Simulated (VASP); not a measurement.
Sn:

```
Sn
1.0
    -1.72654    1.77555    2.33834
     1.72654   -1.77555    2.33834
     1.72654    1.77555   -2.33834
Sn
1
Direct
  0.00000 0.00000 0.00000
```

This isn't the form of Sn at room conditions, which is tetragonal (white tin).

* Program: VASP 6.6.1
* Task: relaxation of cell and atoms
* Functional: PBEsol
* Potentials or basis: VASP PAW PBE potentials, release 64 (Sn_d)
* Cutoff: 600 eV
* k mesh: 6 × 6 × 6
* Occupations: gaussian, width 0.1 eV
* Spin: no spin polarisation

At the start: pressure -2.7 GPa; volume 28.67 Å³/atom.

Q: How do energy, volume and symmetry change on relaxing?

A: Over 29 steps the energy falls by 86.3 meV/atom and the volume is 26.65 Å³/atom (-7.0 %); space group Immm (No. 71, to 0.05 Å).

The path:
```
step  energy change (eV)  largest force (eV/Å)  pressure (GPa)  volume (Å³)
   1              0.0000                0.0000           -2.70        28.67
   2             -0.0380                0.0000            0.20        26.71
   3             -0.0416                0.0000            1.31        26.14
   4             -0.0577                0.0000            1.83        25.86
   5             -0.0576                0.0000            1.97        25.81
   6             -0.0628                0.0000           -0.61        26.93
   7             -0.0631                0.0000           -0.09        26.70
   8             -0.0631                0.0000           -0.14        26.72
   9             -0.0640                0.0000           -0.16        26.72
  10             -0.0701                0.0000           -0.08        26.72
  11             -0.0812                0.0000           -0.27        26.69
  12             -0.0815                0.0000           -0.27        26.68
  13             -0.0818                0.0000           -0.25        26.67
  14             -0.0825                0.0000           -0.17        26.63
  15             -0.0824                0.0000            0.11        26.55
  16             -0.0825                0.0000            0.07        26.57
  17             -0.0827                0.0000           -0.04        26.60
  18             -0.0829                0.0000           -0.07        26.60
  19             -0.0840                0.0000           -0.08        26.60
  20             -0.0855                0.0000            0.03        26.60
  21             -0.0856                0.0000            0.07        26.60
  22             -0.0860                0.0000            0.07        26.62
  23             -0.0862                0.0000            0.06        26.64
  24             -0.0862                0.0000            0.05        26.64
  25             -0.0862                0.0000            0.02        26.66
  26             -0.0862                0.0000           -0.06        26.68
  27             -0.0862                0.0000           -0.03        26.67
  28             -0.0862                0.0000           -0.04        26.67
  29             -0.0863                0.0000           -0.02        26.65
```

Final structure:
```
CELL_PARAMETERS angstrom
-1.63866 1.95481 2.08029
1.63866 -1.95481 2.08029
1.63866 1.95481 -2.08029
ATOMIC_POSITIONS crystal
Sn 0.00000 0.00000 0.00000
```

Caveat: the k mesh is coarse (spacing up to 0.42 Å⁻¹), so the values aren't converged; the PAW data sets were made with another functional, which shifts forces and pressure a little.
